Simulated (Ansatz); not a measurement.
Crystal: Si2Mo.

```xyz
3
Lattice="-1.6000 1.6000 3.9305 1.6000 -1.6000 3.9305 1.6000 1.6000 -3.9305" Properties=species:S:1:pos:R:3 pbc="T T T"
Mo    0.0000    0.0000    0.0000
Si    0.0000    0.0000    5.2433
Si    0.0000    0.0000    2.6177
```

Base run:

| Quantity | Value |
| --- | --- |
| Program | Ansatz 0.2.0 |
| Functional | PBEsol |
| Potentials or basis | Ansatz PAW |
| Cutoff | 420 eV (not typed: the program's choice for these potentials) |
| k mesh | 12 × 12 × 12 |
| Occupations | fermi-dirac, width 0.05 eV |
| Spin | no spin polarisation |

Its results: band gap on the k mesh none (metal or under the smearing width); pressure -2.7 GPa; largest force 0.327 eV/Å.

Question: After a change of settings the same cell gave: band gap on the k mesh none (metal or under the smearing width); pressure 4.9 GPa; largest force 0.252 eV/Å. Which change was it?
A. k mesh from 12 × 12 × 12 to 9 × 9 × 9; spin from no spin polarisation to spin-orbit coupling, no magnetisation; potential files from those of the base run to others of the same set
B. functional from PBEsol to RPBE
C. functional from PBEsol to BLYP

Answer: B.

RPBE binds less tightly than PBEsol, so the same cell stands under more pressure.

Caveats: the PAW data sets come from PBE, with cores solved anew for the run's functional, which leaves a small shift of forces and pressure.
